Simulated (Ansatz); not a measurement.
# Ru (P6_3/mmc) in Ansatz: notebook

Runs on Ru. Level: PBEsol+D3(BJ). Tasks: single point, equation of state.

Program: Ansatz 0.2.0. These are calculated values, not measurements. Logs are shortened: lines on timing, memory, paths and dates and some standing lists are left out, and cuts for length are marked.

## 1. Starting point

It takes space group P6_3/mmc (No. 194, hexagonal). The conventional cell has a = 2.706 Å, b = 2.706 Å, c = 4.282 Å, α = 90.00°, β = 90.00°, γ = 120.00°. Ru (site symmetry -6m2) is surrounded by 12 Ru at 2.65 to 2.71 Å.

## 2. Single point, PBEsol+D3(BJ), 12.76 Å³/atom (volume scaled by 0.94)

input.yaml

```yaml
crystal:
  lattice:
    - [2.650564093, 0.0, 0.0]
    - [-1.3252820465, 2.2954558389, 0.0]
    - [0.0, 0.0, 4.1944897589]
  atoms:
    - { symbol: Ru, position: [0.6666666667, 0.3333333333, 0.75] }
    - { symbol: Ru, position: [0.3333333333, 0.6666666667, 0.25] }
hamiltonian:
  xc: pbesol
  pseudopotentials: { kind: paw }
  dispersion: d3bj
kpoints:
  mp_grid: { grid: [11, 11, 6] }
scf:
  occupations: { method: fermi_dirac, width: 0.05 }
output:
  forces: true
  stress: true
  eigenvalues: true
  write_density: true
  write_potential: true
  elf: true
  volumetric_format: npy
```

Potentials or basis: Ansatz PAW.

Command:

```sh
$ ansatz run input.yaml --threads 2 --pin off --max-ram 5120MiB --backend cpu --events-out ev --progress --plain --runs-dir out
```

Output:

```text
Warning: RAYON_NUM_THREADS=2 ignored (pool sized by the plan → 2); use --threads N
Engine: ansatz 0.2.0, aarch64-unknown-linux-gnu
Pseudopotentials: kind: paw
Pseudopotential: Ru, paw, valence charge 16, recommended cutoff 420 eV (normal), Ru.paw.azcp
Functional definition: PBEsol
  exchange = pbesol_x
  correlation = pbesol_c
Crystal: 2 atoms, lattice volume = 25.520 Å³
Basis set: ecut = 420 eV, 525 PW (Γ), exchange–correlation on 36×36×60 points (8 copies of the dense FFT grid, shifted against one another)
Bands: 20, of which v1, the nominal top of the filled ones, is band 16 counted from 1 (15 counted from 0)
Symmetry: 24 space group operations
Space group: P63/mmc (ITA 194), of the structure as read, at distance tolerance 2.9e-5 Å
k-points: 64 of 726
Non-local potential: Ru, projectors of the file, l = 0: 3, l = 1: 2, l = 2: 2, l = 3: 1
PAW form: soft (Blöchl's): semilocal exchange-correlation on the pseudo side does not see the compensation charge
PAW frozen core: Ru, regenerated for the run's functional, and the local potential with it (the file was generated under x = pbe(κ = 0.804, μ = 0.2195149727645171), c = pbe(β = 0.06672455060314922))
PAW one-centre angular grid: Ru, 590 points (default); XC on 64 Gauss nodes
Initial density: superposition of atomic densities (neutral atoms: chi_scale 0, normalization atom), corrected by the library's trained network
Initial wavefunctions: pseudopotential atomic-orbital guess
Functional: x = pbesol(κ = 0.804, μ = 0.12345679012345678), c = pbesol(β = 0.046)
SCF iter   1: F=—  HF=-11634.218467 eV  |F-HF|=—  |Δ(HF+E_count)|=         —  Δρ=1.13e-2  dr2=2.02e-2  ethr=1.77e-3  ⟨swp⟩=5.1  Hψ=5068  notcnv=0
preconditioner: auto → none  [metal: Δε(μ)=0.027 eV  Ē_g=6.359 eV  σ=0.050 eV  W_gap=0.14  n_scr=8 (ndim 8)  ℏωp=29.4 eV  f_vac=0.000  D(μ)=1.91/eV (n_scr^D=22)  sad-step TF]
SCF iter   2: F=—  HF=-11634.214972 eV  |F-HF|=—  |Δ(HF+E_count)|=   3.50e-3  Δρ=5.93e-3  dr2=5.23e-3  ethr=6.33e-5  ⟨swp⟩=2.0  Hψ=3006  notcnv=0
SCF iter   3: F=—  HF=-11634.213997 eV  |F-HF|=—  |Δ(HF+E_count)|=   9.75e-4  Δρ=3.62e-4  dr2=9.55e-6  ethr=1.63e-5  ⟨swp⟩=2.0  Hψ=1981  notcnv=0
SCF iter   4: F=—  HF=-11634.213997 eV  |F-HF|=—  |Δ(HF+E_count)|=   2.11e-7  Δρ=7.97e-5  dr2=1.11e-6  ethr=2.99e-8  ⟨swp⟩=2.0  Hψ=2308  notcnv=0
iter 5 did not close the SCF: its close was put off for the readings that it lacked (scf_convergence_deferred on its scf_iter line)
SCF iter   5: F=-11634.213997 eV  HF=-11634.213997 eV  |F-HF|=1.29e-8  |Δ(HF+E_count)|=   2.59e-7  Δρ=1.44e-5  dr2=2.35e-8  ethr=3.47e-9  ⟨swp⟩=2.0  Hψ=2181  notcnv=0
SCF iter   6: F=-11634.213997 eV  HF=-11634.213997 eV  |F-HF|=1.38e-9  |Δ(HF+E_count)|=   5.81e-9  Δρ=3.79e-6  dr2=2.05e-9  ethr=7.35e-11  ⟨swp⟩=5.6  Hψ=7438  notcnv=0
SCF 1 converged in 6 iterations: F = -11634.213997 eV  dr2 = 2.05e-9
SCF converged after 6 iterations
Free energy (F): -11634.213997 eV
Harris-Foulkes:  -11634.213997 eV  (|F-HF|=1.38e-9)
Internal energy: -11634.198561 eV  (E = F + TS)
E sigma→0 (E₀):  -11634.206279 eV
Entropy (-TS):   -0.015436 eV (-7.718 meV/atom)
Fermi energy:    25.146133 eV
--- Per-component energies (eV) ---
  E_band       = -57.190388
  E_kinetic    = 1033.678948
  E_local      = -2387.144631  (includes V_loc(G=0)·N_el)
  E_nonlocal   = 689.828735
  E_hartree    = 765.937608
  E_xc         = -381.170827
  E_vxc        = -480.322872  (∫ρ·V_xc dr)
  E_paw        = -6799.119491  (= ΣΔE_a)
  E_vpaw       = -445.107133  (= ΣTr[D̂ρ^β])
  E_aug_tail   = -0.000423  (compensation charges beyond the density's cutoff)
  E_ewald      = -4555.449726
  E_disp       = -1.265346  (pairwise vdW)
  E_core_change = 0.506592  (= ΣΔE_core)
  E_smearing   = -0.015436  (= −TS)
  E_closure    = -0.000000  (closes the sum)
  Σ components = -11634.213997   (vs F -11634.213997, Δ=0.00e0)
--- Forces (eV/Å), atoms counted from 1 ---
  atom   1  Ru     0.00000000    -0.00000000     0.00000000
  atom   2  Ru    -0.00000000     0.00000000     0.00000000
  max |Σ_I F_I| component: 4.63e-18 eV/Å
--- Stress (GPa, compression-positive) ---
        8.255421       0.000000       0.000000
       -0.000000       8.255421       0.000000
        0.000000       0.000000       9.238067
  P = ⅓ Tr σ = 8.5830 GPa (85.830 kbar)
--- Band table (eV; the first three rows and the last of 64) ---
  k-point 0: bands = ["-47.9809", "-47.7138", "-18.6160", "-17.4638", "-17.4638", "-17.2567", "-17.2567", "-17.2040", "16.7956", "18.4715", "22.3516", "22.3516", "22.5513", "23.1115", "23.1115", "23.6948", "23.6948", "26.5309", "26.5309", "26.5393"]
  k-point 1: bands = ["-47.9634", "-47.7321", "-18.5260", "-17.4501", "-17.4501", "-17.3037", "-17.2707", "-17.2707", "17.1229", "18.5870", "22.1880", "22.1880", "22.3879", "22.9181", "22.9181", "24.1270", "24.1270", "25.5541", "26.5455", "26.5455"]
  k-point 2: bands = ["-47.9152", "-47.7816", "-18.2772", "-17.5722", "-17.4125", "-17.4125", "-17.3089", "-17.3089", "17.9693", "18.8294", "22.0567", "22.0567", "22.0777", "22.5145", "22.5145", "23.6678", "24.9888", "24.9888", "26.3893", "26.3893"]
  k-point 63: bands = ["-47.6931", "-47.6931", "-18.3414", "-18.3414", "-17.9653", "-17.9653", "-17.4485", "-17.4485", "19.8727", "19.8727", "20.8477", "20.8477", "22.2600", "22.2600", "24.0048", "24.0048", "26.6405", "26.6405", "33.4952", "33.4952"]
```

It took 1.3 s on 2 threads of Arm Neoverse V1, shared host; peak memory 0.3 GiB.

What came out:

| Item | Value |
| --- | --- |
| Free energy | -11634.2140 eV |
| Pressure | 8.6 GPa |
| Band gap on the k mesh | none (metal or under the smearing width) |

Caveat: pairwise dispersion overbinds metals, which lowers pressure and volume; the PAW data sets come from PBE, with cores solved anew for the run's functional, which leaves a small shift of forces and pressure.

## 3. Single point, PBEsol+D3(BJ), 13.03 Å³/atom (volume scaled by 0.96)

Edit input.yaml of step 2 so:

```diff
@@ -2,5 +2,5 @@
   lattice:
-    - [2.650564093, 0.0, 0.0]
-    - [-1.3252820465, 2.2954558389, 0.0]
-    - [0.0, 0.0, 4.1944897589]
+    - [2.6692306523, 0.0, 0.0]
+    - [-1.3346153261, 2.3116215535, 0.0]
+    - [0.0, 0.0, 4.2240293924]
   atoms:
@@ -20,5 +20 @@
   eigenvalues: true
-  write_density: true
-  write_potential: true
-  elf: true
-  volumetric_format: npy
```

Potentials or basis: Ansatz PAW.

Command:

```sh
$ ansatz run input.yaml --threads 2 --pin off --max-ram 5120MiB --backend cpu --events-out ev --progress --plain --runs-dir out
```

Run time: 0.98 s. Hardware: 2 threads of Arm Neoverse V1, shared host; peak memory 0.29 GiB.

The run converged. Its results:

```
Free energy            : -11634.2289 eV
Pressure               : 0.4 GPa
Band gap on the k mesh : none (metal or under the smearing width)
```

Caveat: pairwise dispersion overbinds metals, which lowers pressure and volume; the PAW data sets come from PBE, with cores solved anew for the run's functional, which leaves a small shift of forces and pressure.

## 4. Single point, PBEsol+D3(BJ), 13.30 Å³/atom (volume scaled by 0.98)

Edit input.yaml of step 3 so:

```diff
@@ -2,5 +2,5 @@
   lattice:
-    - [2.6692306523, 0.0, 0.0]
-    - [-1.3346153261, 2.3116215535, 0.0]
-    - [0.0, 0.0, 4.2240293924]
+    - [2.6876397213, 0.0, 0.0]
+    - [-1.3438198606, 2.3275642749, 0.0]
+    - [0.0, 0.0, 4.2531615502]
   atoms:
@@ -20 +20,5 @@
   eigenvalues: true
+  write_density: true
+  write_potential: true
+  elf: true
+  volumetric_format: npy
```

Command:

```sh
$ ansatz run input.yaml --threads 2 --pin off --max-ram 5120MiB --backend cpu --events-out ev --progress --plain --runs-dir out
```

Wall time 1.3 s (2 threads of Arm Neoverse V1, shared host); peak memory 0.3 GiB.

Results (log left out):

| Item | Value |
| --- | --- |
| Free energy | -11634.2178 eV |
| Pressure | -6.8 GPa |
| Band gap on the k mesh | none (metal or under the smearing width) |

Caveat: pairwise dispersion overbinds metals, which lowers pressure and volume; the PAW data sets come from PBE, with cores solved anew for the run's functional, which leaves a small shift of forces and pressure.

## 5. Single point, PBEsol+D3(BJ), 13.57 Å³/atom

Edit input.yaml of step 4 so:

```diff
@@ -2,5 +2,5 @@
   lattice:
-    - [2.6876397213, 0.0, 0.0]
-    - [-1.3438198606, 2.3275642749, 0.0]
-    - [0.0, 0.0, 4.2531615502]
+    - [2.7058, 0.0, 0.0]
+    - [-1.3529, 2.3432915376, 0.0]
+    - [0.0, 0.0, 4.2819]
   atoms:
@@ -20,5 +20 @@
   eigenvalues: true
-  write_density: true
-  write_potential: true
-  elf: true
-  volumetric_format: npy
```

Command:

```sh
$ ansatz run input.yaml --threads 2 --pin off --max-ram 5120MiB --backend cpu --events-out ev --progress --plain --runs-dir out
```

It took 1 s on 2 threads of Arm Neoverse V1, shared host; peak memory 0.29 GiB.

The run converged. Its results:

- Free energy: -11634.1835 eV
- Pressure: -13.3 GPa
- Band gap on the k mesh: none (metal or under the smearing width)

Caveat: pairwise dispersion overbinds metals, which lowers pressure and volume; the PAW data sets come from PBE, with cores solved anew for the run's functional, which leaves a small shift of forces and pressure.

## 6. Single point, PBEsol+D3(BJ), 13.85 Å³/atom (volume scaled by 1.02)

Edit input.yaml of step 5 so:

```diff
@@ -2,5 +2,5 @@
   lattice:
-    - [2.7058, 0.0, 0.0]
-    - [-1.3529, 2.3432915376, 0.0]
-    - [0.0, 0.0, 4.2819]
+    - [2.7237197275, 0.0, 0.0]
+    - [-1.3618598638, 2.3588104769, 0.0]
+    - [0.0, 0.0, 4.3102577801]
   atoms:
```

Potentials or basis: Ansatz PAW.

Command:

```sh
$ ansatz run input.yaml --threads 2 --pin off --max-ram 5120MiB --backend cpu --events-out ev --progress --plain --runs-dir out
```

Wall time 1 s (2 threads of Arm Neoverse V1, shared host); peak memory 0.3 GiB.

It converged, with:

* Free energy: -11634.1286 eV
* Pressure: -19.0 GPa
* Band gap on the k mesh: none (metal or under the smearing width)

Caveat: pairwise dispersion overbinds metals, which lowers pressure and volume; the PAW data sets come from PBE, with cores solved anew for the run's functional, which leaves a small shift of forces and pressure.

## 7. Single point, PBEsol+D3(BJ), 14.12 Å³/atom (volume scaled by 1.04)

Edit input.yaml of step 6 so:

```diff
@@ -2,5 +2,5 @@
   lattice:
-    - [2.7237197275, 0.0, 0.0]
-    - [-1.3618598638, 2.3588104769, 0.0]
-    - [0.0, 0.0, 4.3102577801]
+    - [2.7414067149, 0.0, 0.0]
+    - [-1.3707033574, 2.3741278572, 0.0]
+    - [0.0, 0.0, 4.3382472512]
   atoms:
```

Command:

```sh
$ ansatz run input.yaml --threads 2 --pin off --max-ram 5120MiB --backend cpu --events-out ev --progress --plain --runs-dir out
```

Wall time 1 s (2 threads of Arm Neoverse V1, shared host); peak memory 0.3 GiB.

It converged, with:

```
Free energy            : -11634.0556 eV
Pressure               : -24.0 GPa
Band gap on the k mesh : none (metal or under the smearing width)
```

Caveat: pairwise dispersion overbinds metals, which lowers pressure and volume; the PAW data sets come from PBE, with cores solved anew for the run's functional, which leaves a small shift of forces and pressure.

## 8. Single point, PBEsol+D3(BJ), 14.39 Å³/atom (volume scaled by 1.06)

Edit input.yaml of step 7 so:

```diff
@@ -2,5 +2,5 @@
   lattice:
-    - [2.7414067149, 0.0, 0.0]
-    - [-1.3707033574, 2.3741278572, 0.0]
-    - [0.0, 0.0, 4.3382472512]
+    - [2.7588683749, 0.0, 0.0]
+    - [-1.3794341875, 2.3892500984, 0.0]
+    - [0.0, 0.0, 4.3658801443]
   atoms:
```

Command:

```sh
$ ansatz run input.yaml --threads 2 --pin off --max-ram 5120MiB --backend cpu --events-out ev --progress --plain --runs-dir out
```

Wall time 1.1 s (2 threads of Arm Neoverse V1, shared host); peak memory 0.3 GiB.

Results (log left out):

| Item | Value |
| --- | --- |
| Free energy | -11633.9664 eV |
| Pressure | -28.5 GPa |
| Band gap on the k mesh | none (metal or under the smearing width) |

Caveat: pairwise dispersion overbinds metals, which lowers pressure and volume; the PAW data sets come from PBE, with cores solved anew for the run's functional, which leaves a small shift of forces and pressure.

## 9. Equation of state, PBEsol+D3(BJ)

Potentials or basis: Ansatz PAW.

No new run: the results of the series are fitted here.

Results:

| Quantity | Value |
| --- | --- |
| Equilibrium volume | 13.05 Å³/atom |
| Bulk modulus at fixed shape and positions | 368 GPa |
| Pressure derivative of the bulk modulus | 4.8 |

Energy against volume, from the lowest point:
```tsv
volume (Å³/atom)	energy (meV/atom)
12.760	7.48
13.032	0.00
13.303	5.58
13.575	22.74
13.846	50.17
14.118	86.69
14.389	131.25
```

Caveat: the cell was scaled at fixed shape and fractional positions, which overstates the stiffness of a crystal with free parameters, most of all of layers and chains.
